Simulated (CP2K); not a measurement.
## SiNi3 under changes of volume

One of the cells (11.109 Å³/atom); the others are scaled copies at fixed shape and fractional positions:

```xyz
4
Lattice="3.5420 0.0000 0.0000 0.0000 3.5420 0.0000 0.0000 0.0000 3.5420" Properties=species:S:1:pos:R:3 pbc="T T T"
Ni    1.7710    1.7710    0.0000
Ni    1.7710    0.0000    1.7710
Ni    0.0000    1.7710    1.7710
Si    0.0000    0.0000    0.0000
```

* Program: CP2K 2026.2
* Functional: LDA
* Potentials or basis: GTH_POTENTIALS Ni GTH-PADE-q18, Si GTH-PADE-q4; TZVP-MOLOPT-SR-GTH, TZVP-MOLOPT-PBE-GTH basis
* Density cutoff: 8163 eV
* k mesh: 8 × 8 × 8
* Occupations: fermi-dirac, width 0.05 eV
* Spin: collinear spin, ferromagnetic start
* Starting moments: [1.0, 1.0, 1.0, 0.0] μB

```csv
volume (Å³/atom),energy over the lowest point (meV/atom),pressure (GPa)
10.443,0.00,-10.0
10.665,16.99,-14.4
10.887,39.71,-18.2
11.109,?,?
11.331,99.60,-24.6
11.554,135.61,-27.2
11.776,175.01,-29.5
```

**Question.** What does the run at 11.109 Å³/atom give?

**Answer.** Energy over the lowest point 67.45 meV/atom; pressure -21.6 GPa.

Worked out: A Birch-Murnaghan fit of order 3 (a polynomial in V^(-2/3)) to the other rows has no minimum within the range. It gives 67.44 meV/atom at 11.109 Å³/atom, against the run's 67.45, and -dE/dV = -21.7 GPa, against -21.6.

Energies are extrapolated to zero smearing.

Caveats: the basis of atomic orbitals isn't converged, which shifts pressures, moduli and gaps; the total moment is fixed, so each spin has its own Fermi level.
